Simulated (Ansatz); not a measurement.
Start of a relaxation, clean slab, lower half held (Pt, Fm-3m (No. 225), (1 1 1) face):

```yaml
crystal:
  lattice:
    - [5.61458, 0.00000, 0.00000]
    - [-2.80729, 4.86237, 0.00000]
    - [0.00000, 0.00000, 23.87643]
  atoms:
    - { symbol: Pt, position: [0.33333, 0.16667, 0.35600] }
    - { symbol: Pt, position: [0.33333, 0.66667, 0.35600] }
    - { symbol: Pt, position: [0.83333, 0.16667, 0.35600] }
    - { symbol: Pt, position: [0.83333, 0.66667, 0.35600] }
    - { symbol: Pt, position: [0.66667, 0.33333, 0.45200] }
    - { symbol: Pt, position: [0.66667, 0.83333, 0.45200] }
    - { symbol: Pt, position: [0.16667, 0.33333, 0.45200] }
    - { symbol: Pt, position: [0.16667, 0.83333, 0.45200] }
    - { symbol: Pt, position: [0.00000, 0.50000, 0.54800] }
    - { symbol: Pt, position: [0.00000, 0.00000, 0.54800] }
    - { symbol: Pt, position: [0.50000, 0.50000, 0.54800] }
    - { symbol: Pt, position: [0.50000, 0.00000, 0.54800] }
    - { symbol: Pt, position: [0.33333, 0.66667, 0.64400] }
    - { symbol: Pt, position: [0.33333, 0.16667, 0.64400] }
    - { symbol: Pt, position: [0.83333, 0.66667, 0.64400] }
    - { symbol: Pt, position: [0.83333, 0.16667, 0.64400] }
```

Computed with Ansatz, DFT PBE, scalar-relativistic, plane waves, PAW. Settings: cutoff 420 eV, Γ-centred mesh 6×6×1 on the computed 16-atom cell, Gaussian smearing of 0.10 eV; no spin polarisation. A dipole correction removes the field between periodic images along c.

Atoms 1, 2, 3, 4, 5, 6, 7, 8 (counted from 1) are held. The cell is fixed. Force threshold 0.03 eV/Å.

Q: Where does it end?

A: The energy falls by 0.009 eV in 3 steps, to:

```
CELL_PARAMETERS angstrom
5.61458 0.00000 0.00000
-2.80729 4.86237 0.00000
0.00000 0.00000 23.87643
ATOMIC_POSITIONS crystal
Pt 0.33333 0.16667 0.35600
Pt 0.33333 0.66667 0.35600
Pt 0.83333 0.16667 0.35600
Pt 0.83333 0.66667 0.35600
Pt 0.66667 0.33333 0.45200
Pt 0.66667 0.83333 0.45200
Pt 0.16667 0.33333 0.45200
Pt 0.16667 0.83333 0.45200
Pt 0.00000 0.50000 0.54681
Pt 0.00000 0.00000 0.54681
Pt 0.50000 0.50000 0.54681
Pt 0.50000 0.00000 0.54681
Pt 0.33333 0.66667 0.64313
Pt 0.33333 0.16667 0.64313
Pt 0.83333 0.66667 0.64313
Pt 0.83333 0.16667 0.64313
```

Spin–orbit coupling is left out, which can shift energies with elements as heavy as these.